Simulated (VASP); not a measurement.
A run of VASP 6.6.1 is set up as follows.

File INCAR:

```
SYSTEM = ZrB2
ALGO = Normal ; EDIFF = 1E-7
EDIFFG = -0.01 ; ENCUT = 600
IBRION = 2 ; ISIF = 3
ISMEAR = -1 ; LASPH = .TRUE.
LCHARG = .FALSE. ; LMIXTAU = .TRUE.
LREAL = .FALSE. ; LWAVE = .FALSE.
METAGGA = R2SCAN ; NELM = 60
NSW = 40 ; PREC = Accurate
SIGMA = 0.05
```

File KPOINTS:

```
k-points
0
G
  8 8 8
  0 0 0
```

POSCAR

```
ZrB2
1.0
    3.1700000000      0.0000000000      0.0000000000
   -1.5850000000      2.7453005300      0.0000000000
    0.0000000000      0.0000000000      3.5330000000
Zr B
1 2
Direct
    0.0000000000      0.0000000000      0.0000000000
    0.6666666667      0.3333333333      0.5000000000
    0.3333333333      0.6666666667      0.5000000000
```

Potentials or basis: VASP PAW PBE potentials, release 64 (Zr_sv, B).

Run with:

```console
$ cat potpaw_PBE.64/Zr_sv/POTCAR potpaw_PBE.64/B/POTCAR > POTCAR
$ mpirun -np 1 vasp_std > vasp.out
```

Q: Estimate the space group after relaxing (to 0.05 Å).

A: P6/mmm (No. 191).

Q: Predict the relaxed cell.

A: a = 3.169 Å, b = 3.169 Å, c = 3.548 Å, α = 90.00°, β = 90.00°, γ = 120.00°.

Stress tensor (GPa, compression positive):
```
 0.12  0.00  0.00
 0.00  0.12  0.00
 0.00  0.00 -0.03
```

Caveat: the PAW data sets were made with another functional, which shifts forces and pressure a little. Zero-point motion and thermal expansion aren't in these numbers.
